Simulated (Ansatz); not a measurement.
A crystal relaxed with r2SCAN in Ansatz 0.2.0 has space group Fm-3m (No. 225) and a = 11.841 Å.

| atom | site | x | y | z |
| --- | --- | --- | --- | --- |
| Xx | 8c | 0.2500 | 0.7500 | 0.7500 |
| Sn | 4a | 0.0000 | 0.0000 | 0.0000 |
| I | 24e | 0.2436 | 0.0000 | 0.0000 |

The r2SCAN gap is direct at Γ: 0.46 eV. With HSE06 the gap is 0.96 eV and direct, at Γ. With PBE the gap is 0.20 eV and direct, at Γ. Meshes: r2SCAN 4×4×4, HSE06 2×2×2, PBE 4×4×4.

Question: Which element is Xx?
A. Rb
B. Cs
C. K
D. H

Answer: B. Xx is Cs: a 9-atom cell of Cs2SnI6 from a published structure. Cs is surrounded by 12 I at 4.19 Å; Sn is surrounded by 6 I at 2.88 Å; I is surrounded by 1 Sn at 2.88 Å and 4 Cs at 4.19 Å.

No spin polarisation; the structure comes from an open crystallographic database, the properties from the calculation.

Spin-orbit coupling is left out, which matters wherever the heavy atoms make up the band edges.

The meshes of the hybrids are coarse, so their gaps aren't converged to the digits shown.
